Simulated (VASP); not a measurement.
# GaP (F-43m) in VASP: notebook, part 2 of 2

VASP 6.6.1.

## (4) Comparison with measurements

Step 2. Measured gap of GaP: 2.34 eV (indirect; 10 K; quoted in “Stacking defects in GaP nanowires: Electronic structure and optical properties”, 2018, arxiv:1810.01194). This calculation gives 1.50 eV (-0.84 eV). Spin-orbit coupling on Ga is left out. The value is that of PBEsol on a finite k mesh, which can miss the band edges, without temperature or zero-point motion. Semilocal functionals fall short of measured gaps as a rule.
